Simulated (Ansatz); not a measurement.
Nb:

```
Nb
1.0
    -1.66395    1.66395    1.66395
     1.66395   -1.66395    1.66395
     1.66395    1.66395   -1.66395
Nb
1
Direct
  0.00000 0.00000 0.00000
```

Base run:

- Program: Ansatz 0.2.0
- Functional: PBEsol
- Potentials or basis: all-electron LAPW, scalar-relativistic
- Cutoff: 217 eV
- Density cutoff: 867 eV
- Basis error allowed: 0.001 eV/atom
- k mesh: 11 × 11 × 11
- Occupations: fermi-dirac, width 0.05 eV
- Spin: no spin polarisation

Its results: pressure -7.8 GPa.

Task: The run is repeated on the same cell with these changes: functional from PBEsol to RPBE. What comes out?

Result: Pressure 0.8 GPa.

RPBE binds less tightly than PBEsol, so the same cell stands under more pressure.

Not every run made on this cell is shown here.
